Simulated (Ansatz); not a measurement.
Runs of Ansatz 0.2.0 on Nb. The structure is cubic, space group Fm-3m (No. 225). The conventional cell has a = 4.230 Å, b = 4.230 Å, c = 4.230 Å, α = 90.00°, β = 90.00°, γ = 90.00°. Nb (site symmetry m-3m) is surrounded by 12 Nb at 2.99 Å. This isn't the form of Nb at room conditions, which is bcc.

```tsv
task	level	cutoff (eV)	basis error allowed	pressure (GPa)	V0 of scaled cells (Å³/atom)	B0 (GPa)
band structure	LDA	200	0.001 eV/atom	(a)	-	-
equation of state	PBEsol	-	0.0005 eV/atom	-	18.08	178
equation of state	PBEsol	-	0.001 eV/atom	-	18.08	178
single point	PBEsol	200	0.001 eV/atom	-7.4	-	-
```

Alike in all rows: potentials or basis all-electron LAPW, scalar-relativistic; no spin polarisation; cell as given; k mesh 11 × 11 × 11; smearing fermi-dirac 0.05 eV.

Q: Estimate the missing entries.

A: (a) -11.0.

Not every run made on this cell is shown here.
